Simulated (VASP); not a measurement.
# Nb2H (I4/mmm) in VASP: density of states with PBEsol

Aim: the density of states of Nb2H with PBEsol.

All numbers are computed with VASP 6.6.1; they aren't measurements. Logs are shortened: lines on timing, memory, paths and dates and some standing lists are left out, and cuts for length are marked.

## Step 1: The structure

It takes space group I4/mmm (No. 139, tetragonal). Conventional cell: a = 3.043 Å, b = 3.043 Å, c = 7.508 Å, α = 90.00°, β = 90.00°, γ = 90.00°. Around Nb (site symmetry 4mm) lie 5 Nb at 2.49 to 2.50 Å and 5 H at 2.49 to 2.50 Å. H (site symmetry 4/mmm) is surrounded by 10 Nb at 2.49 to 2.50 Å.

The cell was built by a generator and needn't be a form met in nature.

## Step 2: Density of states, PBEsol

File POSCAR:

```
Nb2H
1.0
    0.0000000000      3.0429440200      0.0000000000
    3.0429440200      0.0000000000      0.0000000000
    1.5214715100      1.5214715100     -3.7541855900
Nb H
2 1
Direct
    0.3333000000      0.3333000000      0.3334000000
    0.6667000000      0.6667000000      0.6666000000
    0.0000000000      0.0000000000      0.0000000000
```

File INCAR.step1:

```
SYSTEM = Nb2H
ALGO = Normal
EDIFF = 1E-6
ENCUT = 520
GGA = PS
ISIF = 2
ISMEAR = 0
LASPH = .True.
LCHARG = .True.
LMAXMIX = 4
LREAL = .False.
LWAVE = .False.
NBANDS = 20
NELM = 100
PREC = Accurate
SIGMA = 0.1548
```

File KPOINTS.step1:

```
k-points
0
Gamma
  12 12 12
  0 0 0
```

File INCAR.step2:

```
SYSTEM = Nb2H
ALGO = Normal
EDIFF = 1E-6
ENCUT = 520
GGA = PS
ICHARG = 11
ISIF = 2
ISMEAR = -5
LASPH = .True.
LCHARG = .False.
LMAXMIX = 4
LORBIT = 11
LREAL = .False.
LWAVE = .False.
NEDOS = 1001
NELM = 100
PREC = Accurate
SIGMA = 0.1548
```

File KPOINTS.step2:

```
k-points
0
Gamma
  18 18 18
  0 0 0
```

Potentials or basis: VASP PAW PBE potentials, release 64 (Nb_sv, H).

Run with:

```
cat potpaw_PBE.64/Nb_sv/POTCAR potpaw_PBE.64/H/POTCAR > POTCAR
cp INCAR.step1 INCAR
cp KPOINTS.step1 KPOINTS
mpirun -np 1 vasp_std > vasp.out
cp INCAR.step2 INCAR
cp KPOINTS.step2 KPOINTS
mpirun -np 1 vasp_std > vasp.out
```

OUTCAR:

```text
SYSTEM = Nb2H
   EDIFF = 1E-6
   ENCUT = 520
   GGA = PS
   ICHARG = 11
   ISIF = 2
   ISMEAR = -5
   LASPH = .True.
   LORBIT = 11
   LREAL = .False.
   NELM = 100
   PREC = Accurate

 ion  position               nearest neighbor table
   1  0.333  0.333  0.333-   2 2.49   2 2.49   2 2.49   2 2.49   2 2.50
   2  0.667  0.667  0.667-   1 2.49   1 2.49   1 2.49   1 2.49   1 2.50
   3  0.000  0.000  0.000-

  LATTYP: Found a body centered tetragonal cell.
 ALAT       =     3.0429440200
 C/A-ratio  =     2.4674693753

  Lattice vectors:

 A1 = (  -1.5214715100,   1.5214725100,   3.7541855900)
 A2 = (   1.5214725100,  -1.5214715100,   3.7541855900)
 A3 = (   1.5214715100,   1.5214715100,  -3.7541855900)

Analysis of symmetry for initial positions (statically):
=====================================================================
 Subroutine PRICEL returns:
 Original cell was already a primitive cell.

 Routine SETGRP: Setting up the symmetry group for a
 body centered tetragonal supercell.

 Subroutine GETGRP returns: Found 16 space group operations
 (whereof 16 operations were pure point group operations)
 out of a pool of 16 trial point group operations.

The static configuration has the point symmetry D_4h.

Analysis of symmetry for dynamics (positions and initial velocities):
=====================================================================
 Subroutine PRICEL returns:
 Original cell was already a primitive cell.

 Routine SETGRP: Setting up the symmetry group for a
 body centered tetragonal supercell.

 Subroutine GETGRP returns: Found 16 space group operations
 (whereof 16 operations were pure point group operations)
 out of a pool of 16 trial point group operations.

The dynamic configuration has the point symmetry D_4h.

 Subroutine INISYM returns: Found 16 space group operations
 (whereof 16 operations are pure point group operations),
 and found     1 'primitive' translations

----------------------------------------------------------------------------------------

                                     Primitive cell

  volume of cell :      34.7619

  direct lattice vectors                    reciprocal lattice vectors
     0.000000000  3.042944020  0.000000000     0.000000000  0.328629115  0.133184635
     3.042944020  0.000000000  0.000000000     0.328629115  0.000000000  0.133184635
     1.521471510  1.521471510 -3.754185590     0.000000000  0.000000000 -0.266369357

  length of vectors
     3.042944020  3.042944020  4.327084533     0.354591655  0.354591655  0.266369357

  position of ions in fractional coordinates (direct lattice)
     0.333300000  0.333300000  0.333400000
     0.666700000  0.666700000  0.666600000
     0.000000000  0.000000000  0.000000000

  ion indices of the primitive-cell ions
   primitive index   ion index
                 1           1
                 2           2
                 3           3

----------------------------------------------------------------------------------------

 KPOINTS: k-points

Automatic generation of k-mesh.
 Grid dimensions read from file:
 generate k-points for:   18   18   18

 Generating k-lattice:

  Cartesian coordinates                     Fractional coordinates (reciprocal lattice)
     0.000000000  0.018257173  0.007399146     0.055555556  0.000000000  0.000000000
     0.018257173  0.000000000  0.007399146     0.000000000  0.055555556  0.000000000
     0.000000000  0.000000000 -0.014798298     0.000000000  0.000000000  0.055555556

  Length of vectors
     0.019699536  0.019699536  0.014798298

  Shift w.r.t. Gamma in fractional coordinates (k-lattice)
     0.000000000  0.000000000  0.000000000

 TETIRR: Found  16873 inequivalent tetrahedra from    34992

 Subroutine IBZKPT returns following result:
 ===========================================

 Found    480 irreducible k-points:

 Following reciprocal coordinates:
            Coordinates               Weight
  0.000000  0.000000  0.000000      1.000000
  0.055556  0.000000  0.000000      8.000000
  0.111111  0.000000  0.000000      8.000000
  0.166667  0.000000  0.000000      8.000000
  0.222222  0.000000  0.000000      8.000000
  0.277778  0.000000 -0.000000      8.000000
[... 16 lines left out ...]
 -0.277778  0.055556  0.000000     16.000000
 -0.222222  0.055556 -0.000000     16.000000
 [... further k-points ...]
   k-points           NKPTS =    480   k-points in BZ     NKDIM =    480   number of bands    NBANDS=     17
   number of dos      NEDOS =   1001   number of ions     NIONS =      3
   total plane-waves  NPLWV =  18432
   dimension x,y,z NGX =    24 NGY =   24 NGZ =   32
   dimension x,y,z NGXF=    48 NGYF=   48 NGZF=   64
   ions per type =               2   1
   NGX,Y,Z   is equivalent  to a cutoff of  13.11, 13.11, 12.29 a.u.
   NGXF,Y,Z  is equivalent  to a cutoff of  26.22, 26.22, 24.59 a.u.
 SYSTEM =  Nb2H
   PREC   = accura    normal or accurate (medium, high low for compatibility)
   ISTART =      0    job   : 0-new  1-cont  2-samecut
   ICHARG =     11    charge: 1-file 2-atom 10-const
   ISPIN  =      1    spin polarized calculation?
   LNONCOLLINEAR =      F non collinear calculations
   LSORBIT =      F    spin-orbit coupling
   LASPH  =      T    aspherical Exc in radial PAW
   ENCUT  =  520.0 eV  38.22 Ry    6.18 a.u.   5.66  5.66  8.05*2*pi/ulx,y,z
   NELM   =    100;   NELMIN=  2; NELMDL=  0     # of ELM steps
   EDIFF  = 0.1E-05   stopping-criterion for ELM
   LREAL  =      F    real-space projection
   EDIFFG = 0.1E-04   stopping-criterion for IOM
   NSW    =      0    number of steps for IOM
   IBRION =     -1    ionic relax: 0-MD 1-quasi-New 2-CG
   NFREE  =      0    steps in history (QN), initial steepest desc. (CG)
   ISIF   =      2    stress and relaxation
   ISYM   =      2    0-nonsym 1-usesym 2-fastsym
   POTIM  = 0.5000    time-step for ionic-motion
   TEBEG  =    0.0;   TEEND  =   0.0 temperature during run
   PSTRESS=    0.0 pullay stress
   NELECT =      27.0000    total number of electrons
   NUPDOWN=      -1.0000    fix difference up-down
   EMIN   =  10.00;   EMAX   =-10.00  energy-range for DOS
   EFERMI =   0.00;   METHOD = LEGACY
   ISMEAR =    -5;   SIGMA  =   0.15  broadening in eV -4-tet -1-fermi 0-gaus
   EFERMI_NEDOS =   21; number of points for ismear=-14 and -15
   IALGO  =     38    algorithm
   IMIX   =      4    mixing-type and parameters
     AMIX     =   0.40;   BMIX     =  1.00
     AMIX_MAG =   1.60;   BMIX_MAG =  1.00
  volume/ion in A,a.u.               =      11.59        78.19
  Fermi-wavevector in a.u.,A,eV,Ry     =   1.504856  2.843765 30.811628  2.264591
  Thomas-Fermi vector in A             =   2.615781
   LORBIT       =     11    0 simple, 1 ext, 2 COOP (PROOUT), +10 PAW based schemes
   GGA     = PS    functional components
   LHFCALC =     F    Hartree Fock is set to
   AEXX    =    0.0000 exact exchange contribution
   IVDW    =     0    specifies the selected vdW correction
   LEPSILON=     F    determine dielectric tensor
   LRPA    =     F    only Hartree local field effects (RPA)
 non-spin polarized calculation
 Fermi weights with tetrahedron method with Bloechl corrections
  energy-cutoff  :      520.00
  volume of cell :       34.76
 maximum number of plane-waves:       949

 number of electron      27.0000000 magnetization

 Free energy of the ion-electron system (eV)
  ---------------------------------------------------
  ext. energy  EPLUGINS =         0.00000000
  ---------------------------------------------------
  free energy    TOTEN  =       -22.30022677 eV

  energy without entropy =      -22.30022677  energy(sigma->0) =      -22.30022677

 E-fermi :  12.0841     XC(G=0): -12.9766

 val. band max:       12.1449539859   @ k =  -0.3889   0.3889   0.1667
 cond. band min:      12.0518757526   @ k =  -0.3333   0.3333   0.0556
 fundamental gap:     -0.0930782333
 Fermi energy:        12.0840794608

 k-point     1 :       0.0000    0.0000    0.0000
  band No.  band energies     occupation
      1     -42.3392      2.00000
      2     -41.1894      2.00000
      3     -19.2367      2.00000
      4     -18.4921      2.00000
      5     -18.4921      2.00000
      6     -17.0341      2.00000
[... 9 lines left out ...]
     16      13.4848      0.00000
     17      14.2264      0.00000

 k-point     2 :       0.0556    0.0000    0.0000
  band No.  band energies     occupation
      1     -42.3296      2.00000
      2     -41.1966      2.00000
      3     -19.2363      2.00000
      4     -18.5171      2.00000
      5     -18.4802      2.00000
      6     -17.0253      2.00000
[... 9 lines left out ...]
     16      13.8669      0.00000
     17      14.2436      0.00000

 k-point     3 :       0.1111    0.0000    0.0000
  band No.  band energies     occupation
      1     -42.3015      2.00000
      2     -41.2179      2.00000
      3     -19.2370      2.00000
      4     -18.5842      2.00000
      5     -18.4449      2.00000
      6     -17.0704      2.00000
[... 9 lines left out ...]
     16      14.2092      0.00000
     17      14.5507      0.00000

 k-point     4 :       0.1667    0.0000    0.0000
  band No.  band energies     occupation
      1     -42.2558      2.00000
      2     -41.2530      2.00000
      3     -19.2450      2.00000
      4     -18.6741      2.00000
      5     -18.3874      2.00000
      6     -17.1510      2.00000
[... 9 lines left out ...]
     16      14.4124      0.00000
     17      14.9850      0.00000
[... 343 lines left out ...]
      1     -42.0438      2.00000
      2     -41.4207      2.00000
      3     -19.3643      2.00000
      4     -18.9167      2.00000
      5     -18.1142      2.00000
      6     -17.4908      2.00000
[... 9 lines left out ...]
     16      14.8797      0.00000
     17      15.6422      0.00000

 k-point    23 :      -0.2778    0.0556    0.0000
  band No.  band energies     occupation
      1     -42.1245      2.00000
      2     -41.3530      2.00000
      3     -19.3182      2.00000
      4     -18.8506      2.00000
      5     -18.2204      2.00000
      6     -17.4072      2.00000
[... 9 lines left out ...]
     16      14.7035      0.00000
     17      15.2827      0.00000

 k-point    24 :      -0.2222    0.0556   -0.0000
  band No.  band energies     occupation
      1     -42.1959      2.00000
      2     -41.2957      2.00000
      3     -19.2827      2.00000
      4     -18.7659      2.00000
      5     -18.3159      2.00000
      6     -17.3109      2.00000
[... 9 lines left out ...]
     16      14.5529      0.00000
     17      14.8932      0.00000

 [... further k-points ...]

------------------------ aborting loop because EDIFF is reached ----------------------------------------

  FORCE on cell =-STRESS in cart. coord.  units (eV):
  Direction    XX          YY          ZZ          XY          YZ          ZX
  --------------------------------------------------------------------------------------
  -------------------------------------------------------------------------------------
  Total        7.6823141      7.6823141      7.8247332      0.0000000      0.0000010      0.0000010
  in kB      354.0780263    354.0780263    360.6421292      0.0000000      0.0000480      0.0000480
  external PRESSURE =     356.2660606 kB  Pullay stress =       0.0000000 kB

 VOLUME and BASIS-vectors are now :
 -----------------------------------------------------------------------------
  energy-cutoff  :      520.00
  volume of cell :       34.76
      direct lattice vectors                 reciprocal lattice vectors
     0.000000000  3.042944020  0.000000000     0.000000000  0.328629115  0.133184635
     3.042944020  0.000000000  0.000000000     0.328629115  0.000000000  0.133184635
     1.521471510  1.521471510 -3.754185590     0.000000000  0.000000000 -0.266369357

 POSITION                                       TOTAL-FORCE (eV/Angst)
 -----------------------------------------------------------------------------------
      1.52147      1.52147     -1.25165         0.000000      0.000000      3.067132
      3.04294      3.04294     -2.50254        -0.000000     -0.000000     -3.067132
      0.00000      0.00000      0.00000         0.000000      0.000000      0.000000
 -----------------------------------------------------------------------------------
    total drift:                               -0.000000     -0.000000      0.000000

  FREE ENERGIE OF THE ION-ELECTRON SYSTEM (eV)
  ---------------------------------------------------
  free  energy   TOTEN  =       -22.3002267699 eV

  energy  without entropy=      -22.3002267699  energy(sigma->0) =      -22.30022677

 total charge

# of ion       s       p       d       tot
------------------------------------------
    1        2.257   5.982   2.983  11.222
    2        2.257   5.982   2.983  11.222
    3        0.409   0.019   0.000   0.428
--------------------------------------------------
tot          4.923  11.982   5.967  22.872
```

It took 100 s on 1 thread of Intel Xeon 6975P-C (Granite Rapids), shared host; peak memory 0.39 GiB.

What came out:

```
Valence electrons inside the program's atomic spheres : Nb 11.22; H 0.43
```

Levels at points of the mesh, in eV from the Fermi level:
```csv
k point,band 12,band 13,band 14,band 15,band 16,band 17
"(0.00, 0.00, 0.00)",0.26,0.31,0.86,1.40,1.40,2.14
"(0.50, 0.00, 0.00)",-1.37,-1.31,-1.01,3.01,3.93,5.07
"(0.50, 0.50, 0.00)",-1.54,0.03,0.83,3.34,3.39,3.57
"(0.00, 0.00, 0.50)",-2.26,-0.10,-0.10,0.58,2.64,4.71
```

States per cell in windows of 1 eV (zero at the Fermi level; states under -8 eV left out):
```csv
from (eV),total,Nb1_d,Nb2_d,H3_s,Nb1_s,Nb2_s,Nb1_p
-8.0,0.17,0.00,0.00,0.03,0.01,0.01,0.00
-7.0,1.53,0.15,0.15,0.27,0.03,0.03,0.02
-6.0,0.38,0.04,0.04,0.07,0.00,0.00,0.00
-5.0,0.20,0.07,0.07,0.00,0.00,0.00,0.00
-4.0,0.99,0.26,0.26,0.01,0.04,0.04,0.01
-3.0,2.40,0.66,0.66,0.01,0.10,0.10,0.03
-2.0,2.92,0.94,0.94,0.02,0.05,0.05,0.05
-1.0,2.58,0.89,0.89,0.01,0.04,0.04,0.05
0.0,1.45,0.49,0.49,0.03,0.01,0.01,0.04
1.0,1.52,0.50,0.50,0.02,0.01,0.01,0.05
2.0,1.95,0.64,0.64,0.01,0.02,0.02,0.05
3.0,0.92,0.30,0.30,0.02,0.01,0.01,0.02
4.0,0.98,0.33,0.33,0.02,0.01,0.01,0.02
5.0,0.19,0.07,0.07,0.00,0.00,0.00,0.00
6.0,0.00,0.00,0.00,0.00,0.00,0.00,0.00
7.0,0.00,0.00,0.00,0.00,0.00,0.00,0.00
```

Caveat: the PAW data sets were made with another functional, which shifts forces and pressure a little; tetrahedron occupations give inexact forces and stress in metals.
